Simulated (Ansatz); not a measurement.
# Ta2Si: biaxial strain in the a-b plane

The task here is to estimate one member of a computed series from the others.

Program: Ansatz 0.2.0. Level of theory: DFT PBEsol, scalar-relativistic, plane waves, PAW. These are calculated values, not measurements.

2 further runs of the same task are left out: 2 set aside as unsound or not needed.

### The system as given

The structure is tetragonal, space group I4/mcm (No. 140). Conventional cell: a = 6.137 Å, b = 6.137 Å, c = 5.040 Å, α = 90.00°, β = 90.00°, γ = 90.00°. Ta (site symmetry m2m) has 4 Si at 2.62 Å and 3 Ta at 2.83 to 2.94 Å in its first shell of neighbours. Around Si (site symmetry 422) lie 2 Si at 2.52 Å and 8 Ta at 2.62 Å.

As a file:

```xyz
12
Lattice="6.1368 0.0000 0.0000 0.0000 6.1368 0.0000 0.0000 0.0000 5.0398" Properties=species:S:1:pos:R:3 pbc="T T T"
Ta    2.0677    1.0007    2.5199
Ta    5.1361    2.0677    2.5199
Ta    1.0007    2.0677    0.0000
Ta    4.0691    1.0007    0.0000
Ta    5.1361    4.0691    0.0000
Ta    2.0677    5.1361    0.0000
Ta    4.0691    5.1361    2.5199
Ta    1.0007    4.0691    2.5199
Si    0.0000    0.0000    1.2599
Si    0.0000    0.0000    3.7798
Si    3.0684    3.0684    3.7798
Si    3.0684    3.0684    1.2599
```

It goes back to an entry of the Materials Project, which need not be the stable form.

The unstrained cell comes from an earlier run at this level (12 atoms, E(σ→0) -80945.2304 eV, gap none (metal)).

Set-up of the first run:

Contents of input.yaml:

```yaml
crystal:
  lattice:
    - [6.0753859035, 0.0, 0.0]
    - [0.0, 6.0753859035, 0.0]
    - [0.0, 0.0, 5.0700375177]
  atoms:
    - { symbol: Ta, position: [0.3369338061, 0.1630661939, 0.5] }
    - { symbol: Ta, position: [0.8369338061, 0.3369338061, 0.5] }
    - { symbol: Ta, position: [0.1630661939, 0.3369338061, 0.0] }
    - { symbol: Ta, position: [0.6630661939, 0.1630661939, 0.0] }
    - { symbol: Ta, position: [0.8369338061, 0.6630661939, 0.0] }
    - { symbol: Ta, position: [0.3369338061, 0.8369338061, 0.0] }
    - { symbol: Ta, position: [0.6630661939, 0.8369338061, 0.5] }
    - { symbol: Ta, position: [0.1630661939, 0.6630661939, 0.5] }
    - { symbol: Si, position: [0.0, 0.0, 0.25] }
    - { symbol: Si, position: [0.0, 0.0, 0.75] }
    - { symbol: Si, position: [0.5, 0.5, 0.75] }
    - { symbol: Si, position: [0.5, 0.5, 0.25] }
basis:
  ecutwfc: 420
kpoints:
  mp_grid: { grid: [6, 6, 8] }
hamiltonian:
  xc: pbesol
scf:
  occupations: { method: gaussian, width: 0.1 }
output:
  forces: true
  stress: true
  eigenvalues: true
relax:
  adjacent_minimum: "off"
  f_tol: 0.008
  max_steps: 40
  cell: { stress_tol: 0.015, fix: [a, b, gamma] }
```

The run is started by

```
ansatz run input.yaml --threads 1 --pin off --max-ram 2560MiB --backend cpu --events-out ev --progress --plain --runs-dir out
```

Steps of the session up to this table: At -1.0 %; The cell strained by +1.0 %; Strain -2.0 %.

One table of the session follows, with a row left open; its other results are not shown here.

Lengths are those of the vectors of the cell that was run; stresses in GPa:

| strain (%) | ΔE (meV/atom) | a (Å) | b (Å) | c (Å) |
| --- | --- | --- | --- | --- |
| -2.0 | 13.7 | 6.014 | 6.014 | 5.145 |
| -1.0 | ? | ? | ? | ? |
| +0.0 | 0.0 | 6.137 | 6.137 | 5.040 |
| +1.0 | 3.6 | 6.198 | 6.198 | 4.997 |

Q: Estimate the row for strain (%) = -1.0 from the others.

Worked estimate for «ΔE (meV/atom)». A straight line through the neighbours (-2.0, 13.7) and (0.0, 0.0) gives 13.7 + (0.0 − 13.7) × (-1.0 + 2.0) / (0.0 + 2.0) = 6.8; a parabola fitted to 3 rows on both sides gives 3.4.

As computed: ΔE (meV/atom): 3.1; a (Å): 6.075; b (Å): 6.075; c (Å): 5.094. In «ΔE (meV/atom)» the line misses by +3.7 and the parabola by +0.3.

ΔE is over the unstrained cell. Stress in GPa, positive in compression, on the Cartesian axes of the input. 
